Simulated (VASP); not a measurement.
Input of a VASP 6.6.1 run:

The input INCAR:

```
SYSTEM = Cu
ALGO = Fast
EDIFF = 1E-7
ENCUT = 520
GGA = PE
ISIF = 2
ISMEAR = 0
LASPH = .TRUE.
LCHARG = .FALSE.
LREAL = .FALSE.
LWAVE = .FALSE.
NELM = 60
PREC = Accurate
SIGMA = 0.1
```

File KPOINTS:

```
k-points
0
G
  22 22 22
  0 0 0
```

Contents of POSCAR:

```
Cu
1.0
    0.0000000000      1.8075000000      1.8075000000
    1.8075000000      0.0000000000      1.8075000000
    1.8075000000      1.8075000000      0.0000000000
Cu
1
Direct
    0.0000000000      0.0000000000      0.0000000000
```

Potentials or basis: VASP PAW PBE potentials, release 64 (Cu).

The run is started by

```sh
$ cat potpaw_PBE.64/Cu/POTCAR > POTCAR
$ mpirun -np 1 vasp_std > vasp.out
```

Task: Estimate the pressure.

Result: 2.5 GPa.

Task: What does it give for the band gap on the k mesh?

Result: None (metal or under the smearing width).
